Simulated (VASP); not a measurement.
**NaH: single point with PBE+D3(BJ)**

Crystal: NaH.

```xyz
2
Lattice="0.0000 2.3864 2.3864 2.3864 0.0000 2.3864 2.3864 2.3864 0.0000" Properties=species:S:1:pos:R:3 pbc="T T T"
Na    0.0000    0.0000    0.0000
H     2.3864    2.3864    2.3864
```

The cell is a database's computed one.

```
Program             : VASP 6.6.1
Task                : single point
Functional          : PBE
Dispersion          : D3(BJ)
Potentials or basis : VASP PAW PBE potentials, release 64 (Na_pv, H)
Cutoff              : 520 eV
k mesh              : 6 × 6 × 6
Occupations         : gaussian, width 0.1 eV
Spin                : no spin polarisation
```

* Pressure: -0.9 GPa
* Band gap on the k mesh: 3.87 eV, indirect (least direct gap 4.70 eV)
* Dispersion energy per atom: -0.149 eV

Levels at points of the mesh, in eV from the valence-band top:
```tsv
k point	band 2	band 3	band 4	band 5	band 6	band 7
(0.00, 0.00, 0.00)	-21.99	-21.99	-3.68	10.80	15.93	15.93
(0.50, 0.00, 0.00)	-22.00	-22.00	-0.83	3.87	11.09	13.66
(0.50, 0.50, 0.00)	-22.03	-22.03	-0.14	4.76	10.22	10.95
```

Run time: 4 s on 1 thread of AMD EPYC 9R45 96-Core Processor (Zen 5), with other jobs on the host, peak memory 0.12 GiB.

A k mesh can miss the band edges. As with any semilocal functional, this PBE gap is likely too small.
